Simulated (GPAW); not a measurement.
# Yb (Im-3m) in GPAW: convergence with convergence criteria

Aim: find how far convergence criteria must go before the results for Yb settle, at PBE. This setting moves, with any that are tied to it; all else stays.

Program: GPAW 26.7.0. These are calculated values, not measurements. Logs are shortened: lines on timing, memory, paths and dates and some standing lists are left out, and cuts for length are marked. The log counts tension as positive stress, the text compression.

## (1) Starting point

It takes space group Im-3m (No. 229, cubic). The conventional cell has a = 4.303 Å, b = 4.303 Å, c = 4.303 Å, α = 90.00°, β = 90.00°, γ = 90.00°. Around Yb (site symmetry m-3m) lie 8 Yb at 3.73 Å.

This isn't the form of Yb at room conditions, which is fcc.

## (2) With convergence criteria density=0.001 energy=0.01 eigenstates=0.0001

The input, run.py:

```python
from ase.dft.bandgap import bandgap
from ase.io import read, write
from ase.units import GPa
from gpaw import GPAW, PW

atoms = read('Yb.xyz')
atoms.set_initial_magnetic_moments([1.0])

calc = GPAW(mode=PW(800),
            xc='PBE',
            kpts={'size': (7, 7, 7), 'gamma': True},
            occupations={'name': 'fermi-dirac', 'width': 0.05},
            nbands=24,
            convergence={'density': 0.001, 'energy': 0.01, 'eigenstates': 0.0001},
            maxiter=100,
            txt='gpaw.txt')
atoms.calc = calc
energy = atoms.get_potential_energy()
forces = atoms.get_forces()
stress = atoms.get_stress()
calc.write('gs.gpw')
write('result.traj', atoms)
print(f'Energy: {energy:.6f} eV')
print('Forces (eV/A):')
print(forces.round(4))
print('Stress (GPa):', (stress / GPa).round(3))
print('Moments:', calc.get_magnetic_moments().round(3))
print('Fermi level:', round(calc.get_fermi_level(), 4), 'eV')
print(f'Gap: {bandgap(calc)[0]:.4f} eV, direct: {bandgap(calc, direct=True)[0]:.4f} eV')
```

The input, Yb.xyz:

```xyz
1
Lattice="-2.1514830000 2.1514830000 2.1514830000 2.1514830000 -2.1514830000 2.1514830000 2.1514830000 2.1514830000 -2.1514830000" Properties=species:S:1:pos:R:3 pbc="T T T"
Yb     0.0000000000      0.0000000000      0.0000000000
```

Potentials or basis: GPAW PAW data sets (gpaw-data 1.2.1), pw.

On the command line:

```bash
OMP_NUM_THREADS=1 python run.py
```

Wall time 61 s (1 thread of Arm Neoverse V1, shared host); peak memory 0.21 GiB.

What came out:

```yaml
Free_energy: -1.2050 eV
Pressure: -2.0 GPa
Band_gap_on_the_k_mesh: none (metal or under the smearing width)
Net_moment: 0.00 μB per cell
```

## (3) With convergence criteria default

run.py: that of step 2 with these lines changed.

```diff
@@ -13,3 +13,2 @@
             nbands=24,
-            convergence={'density': 0.001, 'energy': 0.01, 'eigenstates': 0.0001},
             maxiter=100,
```

Yb.xyz is that of step 2.

Potentials or basis: GPAW PAW data sets (gpaw-data 1.2.1), pw.

On the command line:

```bash
OMP_NUM_THREADS=1 python run.py
```

It took 78 s on 1 thread of Arm Neoverse V1, shared host; peak memory 0.21 GiB.

It converged, with:

| Property | Result |
| --- | --- |
| Free energy | -1.2050 eV |
| Pressure | -2.1 GPa |
| Band gap on the k mesh | none (metal or under the smearing width) |
| Net moment | 0.00 μB per cell |

## (4) With convergence criteria density=1e-05 energy=1e-05

run.py: that of step 3 with these lines changed.

```diff
@@ -13,2 +13,3 @@
             nbands=24,
+            convergence={'density': 1e-05, 'energy': 1e-05},
             maxiter=100,
```

Yb.xyz is that of step 3.

On the command line:

```bash
OMP_NUM_THREADS=1 python run.py
```

Run time: 79 s. Hardware: 1 thread of Arm Neoverse V1, shared host; peak memory 0.21 GiB.

Results (log left out):

* Free energy: -1.2050 eV
* Pressure: -2.1 GPa
* Band gap on the k mesh: none (metal or under the smearing width)
* Net moment: 0.00 μB per cell

## (5) With convergence criteria density=1e-05 forces=0.0001

run.py: that of step 4 with these lines changed.

```diff
@@ -13,3 +13,3 @@
             nbands=24,
-            convergence={'density': 1e-05, 'energy': 1e-05},
+            convergence={'density': 1e-05, 'forces': 0.0001},
             maxiter=100,
```

Yb.xyz is that of step 4.

On the command line:

```bash
OMP_NUM_THREADS=1 python run.py
```

It took 82 s on 1 thread of Arm Neoverse V1, shared host; peak memory 0.21 GiB.

The run converged. Its results:

```
Free energy            : -1.2050 eV
Pressure               : -2.1 GPa
Band gap on the k mesh : none (metal or under the smearing width)
Net moment             : 0.00 μB per cell
```

## (6) With convergence criteria density=1e-06 energy=1e-06 eigenstates=1e-10

run.py: that of step 5 with these lines changed.

```diff
@@ -13,3 +13,3 @@
             nbands=24,
-            convergence={'density': 1e-05, 'forces': 0.0001},
+            convergence={'density': 1e-06, 'energy': 1e-06, 'eigenstates': 1e-10},
             maxiter=100,
```

Yb.xyz is that of step 5.

Potentials or basis: GPAW PAW data sets (gpaw-data 1.2.1), pw.

On the command line:

```bash
OMP_NUM_THREADS=1 python run.py
```

gpaw.txt:

```text
__  _  _
 | _ |_)|_||  |
 |__||  | ||/\| - 26.7.0

Input parameters:
  mode=PW(ecut=800.0),
  convergence={'density': 1e-06, 'energy': 1e-06, 'eigenstates': 1e-10},
  kpts=MonkhorstPack(size=(7, 7, 7), gamma=True),
  maxiter=100,
  nbands=24,
  occupations=Occupations(name='fermi-dirac', width=0.05),
  xc=XC(name='PBE')

Diagonalizing LCAO Hamiltonian
Converting LCAO to pw mode

       Yb

Atoms  # Å, Bohr magnetons
|   | symbol |        x |        y |        z |    initial magnetic moments |
|---|--------|----------|----------|----------|-----------------------------|
| 0 |     Yb | 0.000000 | 0.000000 | 0.000000 | ( 0.0000,  0.0000,  1.0000) |

Unit cell  # Å
| periodic |         x |         y |         z |  lengths |     angles |
|----------|-----------|-----------|-----------|----------|------------|
|      yes | -2.151483 |  2.151483 |  2.151483 | 3.726478 | 109.471221 |
|      yes |  2.151483 | -2.151483 |  2.151483 | 3.726478 | 109.471221 |
|      yes |  2.151483 |  2.151483 | -2.151483 | 3.726478 | 109.471221 |

Number of symmetries: 48
Symmetry operations  # r_c * U_cc + t_c -> r_c
|    | kind |            matrix            |
|----|------|------------------------------|
|  0 |  σ   |  1, 1, 1,  0, 0,-1,  0,-1, 0 |
|  1 |  C4  |  1, 1, 1,  0, 0,-1, -1, 0, 0 |
|  2 |  C2  |  1, 1, 1,  0,-1, 0,  0, 0,-1 |
|  3 |  S6  |  1, 1, 1,  0,-1, 0, -1, 0, 0 |
|  4 |  S6  |  1, 1, 1, -1, 0, 0,  0, 0,-1 |
|  5 |  C4  |  1, 1, 1, -1, 0, 0,  0,-1, 0 |
|  6 |  E   |  1, 0, 0,  0, 1, 0,  0, 0, 1 |
|  7 |  σ   |  1, 0, 0,  0, 1, 0, -1,-1,-1 |
|  8 |  σ   |  1, 0, 0,  0, 0, 1,  0, 1, 0 |
|  9 |  C3  |  1, 0, 0,  0, 0, 1, -1,-1,-1 |
| 10 |  C3  |  1, 0, 0, -1,-1,-1,  0, 1, 0 |
| 11 |  σ   |  1, 0, 0, -1,-1,-1,  0, 0, 1 |
| 12 |  σ   |  0, 1, 0,  1, 0, 0,  0, 0, 1 |
| 13 |  C2  |  0, 1, 0,  1, 0, 0, -1,-1,-1 |
| 14 |  C3  |  0, 1, 0,  0, 0, 1,  1, 0, 0 |
| 15 |  S4  |  0, 1, 0,  0, 0, 1, -1,-1,-1 |
| 16 |  S4  |  0, 1, 0, -1,-1,-1,  1, 0, 0 |
| 17 |  C3  |  0, 1, 0, -1,-1,-1,  0, 0, 1 |
| 18 |  C3  |  0, 0, 1,  1, 0, 0,  0, 1, 0 |
| 19 |  S4  |  0, 0, 1,  1, 0, 0, -1,-1,-1 |
| 20 |  σ   |  0, 0, 1,  0, 1, 0,  1, 0, 0 |
| 21 |  C3  |  0, 0, 1,  0, 1, 0, -1,-1,-1 |
| 22 |  C2  |  0, 0, 1, -1,-1,-1,  1, 0, 0 |
| 23 |  S4  |  0, 0, 1, -1,-1,-1,  0, 1, 0 |
| 24 |  C4  |  0, 0,-1,  1, 1, 1,  0,-1, 0 |
| 25 |  σ   |  0, 0,-1,  1, 1, 1, -1, 0, 0 |
| 26 |  S6  |  0, 0,-1,  0,-1, 0,  1, 1, 1 |
| 27 |  C2  |  0, 0,-1,  0,-1, 0, -1, 0, 0 |
| 28 |  C4  |  0, 0,-1, -1, 0, 0,  1, 1, 1 |
| 29 |  S6  |  0, 0,-1, -1, 0, 0,  0,-1, 0 |
| 30 |  S6  |  0,-1, 0,  1, 1, 1,  0, 0,-1 |
| 31 |  C4  |  0,-1, 0,  1, 1, 1, -1, 0, 0 |
| 32 |  C4  |  0,-1, 0,  0, 0,-1,  1, 1, 1 |
| 33 |  S6  |  0,-1, 0,  0, 0,-1, -1, 0, 0 |
| 34 |  σ   |  0,-1, 0, -1, 0, 0,  1, 1, 1 |
| 35 |  C2  |  0,-1, 0, -1, 0, 0,  0, 0,-1 |
| 36 |  C2  | -1, 0, 0,  1, 1, 1,  0, 0,-1 |
| 37 |  S6  | -1, 0, 0,  1, 1, 1,  0,-1, 0 |
| 38 |  S6  | -1, 0, 0,  0, 0,-1,  1, 1, 1 |
| 39 |  C2  | -1, 0, 0,  0, 0,-1,  0,-1, 0 |
| 40 |  C2  | -1, 0, 0,  0,-1, 0,  1, 1, 1 |
| 41 |  i   | -1, 0, 0,  0,-1, 0,  0, 0,-1 |
| 42 |  S4  | -1,-1,-1,  1, 0, 0,  0, 1, 0 |
| 43 |  C3  | -1,-1,-1,  1, 0, 0,  0, 0, 1 |
| 44 |  C3  | -1,-1,-1,  0, 1, 0,  1, 0, 0 |
[... 89 lines left out ...]
  Old densities: 10
  SVD Regularization: 0.005
  Good broyden scale: 1.0
  Trust region scale: 1.0
  Backstep threshold: 4.0
  History deletion threshold: 6.0
  Fourier metric: weight=20.0, sigma=0.015

occupation numbers:
  Fermi-Dirac:
    width: 0.0500  # eV

poisson solver:
  ecut: 6400.0  # eV

xc functional:
  name: PBE with 2 nearest neighbor stencil

convergence criteria:
- Maximum integral of absolute [dens]ity change: 1e-06 electrons / valence electron
- Maximum [total energy] change in last 3 cyles: 1e-06 eV / valence electron
- Maximum integral of absolute [eigenst]ate change: 1e-10 eV^2 / valence electron
maximum number of iterations: 100

SCF iterations
|iter     | |      energy | eigst |  dens |  magmom |
|---------|-|-------------|-------|-------|---------|
|iter:   1| |   -6.457408 | -0.01 |       |  +0.8338|
|iter:   2| |   -4.960065 | -2.00 | -0.93 |  +0.7974|
|iter:   3| |   -7.054109 | -0.24 | -0.98 |  +0.3866|
|iter:   4| |   -1.908229 | -0.55 | -0.43 |  +0.5896|
|iter:   5| |   -1.469846 | -2.10 | -1.21 |  +0.4684|
|iter:   6| |   -1.383473 | -2.94 | -1.34 |  +0.3307|
|iter:   7| |   -1.662785 | -1.44 | -1.44 |  +0.0932|
|iter:   8| |   -1.239119 | -1.73 | -0.96 |  +0.2103|
|iter:   9| |   -1.215703 | -3.27 | -1.67 |  +0.0684|
|iter:  10| |   -1.199337 | -3.29 | -1.97 |  +0.0408|
|iter:  11| |   -1.199407 | -3.49 | -2.57 |  -0.0100|
|iter:  12| |   -1.200557 | -5.01 | -2.12 |  -0.0192|
|iter:  13| |   -1.291584 | -2.22 | -2.04 |  -0.0004|
|iter:  14| |   -1.231194 | -2.04 | -1.76 |  -0.0266|
|iter:  15| |   -1.197934 | -3.12 | -1.60 |  -0.0044|
|iter:  16| |   -1.198224 | -4.46 | -2.39 |  -0.0066|
|iter:  17| |   -1.198385 | -6.06 | -2.85 |  -0.0071|
|iter:  18| |   -1.198641 | -5.89 | -3.04 |  -0.0041|
|iter:  19| |   -1.198740 | -6.69 | -3.53 |  -0.0021|
|iter:  20| |   -1.198792 | -7.31 | -4.05 |  -0.0008|
|iter:  21| |   -1.198751 | -7.64 | -3.92 |  -0.0004|
|iter:  22| |   -1.198734 | -8.24 | -4.37 |  -0.0003|
|iter:  23| |   -1.198734c| -9.87 | -5.10 |  -0.0001|
|iter:  24| |   -1.198734c| -9.49 | -5.31 |  -0.0000|
|iter:  25| |   -1.198734c|-10.21c| -6.20c|  -0.0000|

Converged in 25 steps
Energy contributions relative to reference atoms: (reference = -382585.272641)

Energy contributions:
  Kinetic:         -25.544770
  Coulomb:          24.324235
  Zero:              0.236742
  External:          0.000000
  Xc:               -0.208644
  Entropy:          -0.012593
  Spinorbit:         0.000000
  ----------------------------
  Free energy:      -1.205030
  Extrapolated:     -1.198734

dipole moment: (-9.879209, -9.879209, -9.879209)  # |e|*Ang

Total magnetic moment: (0.000000, 0.000000, -0.000001)

Local magnetic moments
|        x |        y |         z |
|----------|----------|-----------|
| 0.000000 | 0.000000 | -0.000000 |  # Yb   0

Fermi level: 5.624
Eigenvalues  # (at kpt = [0.000, 0.000, 0.000])
| band index |      eig [eV] | occ [0-1] |      eig [eV] | occ [0-1] |
|------------|---------------|-----------|---------------|-----------|
|          0 |       -46.074 |     1.000 |       -46.074 |     1.000 |
|        ... |               |           |               |           |
|          4 |         0.663 |     1.000 |         0.663 |     1.000 |
|          5 |         5.192 |     1.000 |         5.192 |     1.000 |
|          6 |         5.192 |     1.000 |         5.192 |     1.000 |
|          7 |         5.192 |     1.000 |         5.192 |     1.000 |
|          8 |         5.319 |     0.998 |         5.319 |     0.998 |
|          9 |         5.319 |     0.998 |         5.319 |     0.998 |
[... 8 lines left out ...]
|         18 |        15.827 |     0.000 |        15.827 |     0.000 |
|         19 |        15.827 |     0.000 |        15.827 |     0.000 |
|        ... |               |           |               |           |
|         23 |        21.749 |     0.000 |        21.749 |     0.000 |

No gap
No difference between direct/indirect transitions

Forces  # eV/Ang
|        x |       y |        z |
|----------|---------|----------|
| -0.00000 | 0.00000 | -0.00000 |  # Yb   0

Stress tensor  # eV/Ang^3
|         x |         y |         z |
|-----------|-----------|-----------|
|  0.013356 | -0.000000 | -0.000000 |
| -0.000000 |  0.013356 |  0.000000 |
| -0.000000 |  0.000000 |  0.013356 |

# Writing to gs.gpw (mode='')
```

Run time: 86 s. Hardware: 1 thread of Arm Neoverse V1, shared host; peak memory 0.21 GiB.

Results:

- Free energy: -1.2050 eV
- Pressure: -2.1 GPa
- Band gap on the k mesh: none (metal or under the smearing width)
- Net moment: 0.00 μB per cell

## (7) Result

| convergence criteria | energy less the tightest run, at zero smearing (meV/atom) | pressure (GPa) | SCF cycles | CPU time (s) | peak memory (GiB) |
| --- | --- | --- | --- | --- | --- |
| density=0.001 energy=0.01 eigenstates=0.0001 | 0.09 | -2.04 | 18 | 61 | 0.21 |
| default | 0.00 | -2.14 | 22 | 78 | 0.21 |
| density=1e-05 energy=1e-05 | 0.00 | -2.14 | 23 | 79 | 0.21 |
| density=1e-05 forces=0.0001 | 0.00 | -2.14 | 24 | 82 | 0.21 |
| density=1e-06 energy=1e-06 eigenstates=1e-10 | 0.00 | -2.14 | 25 | 86 | 0.21 |

Against the tightest run, the energy stays within 1 meV/atom from density=0.001 energy=0.01 eigenstates=0.0001 on; the pressure stays within 0.1 GPa from density=0.001 energy=0.01 eigenstates=0.0001 on. The tightest run that finished is the yardstick and may itself not be fully converged.

Caveats: one-centre terms of the f shell are cut off; spin-orbit coupling is left out, which moves the levels of the heavy elements.
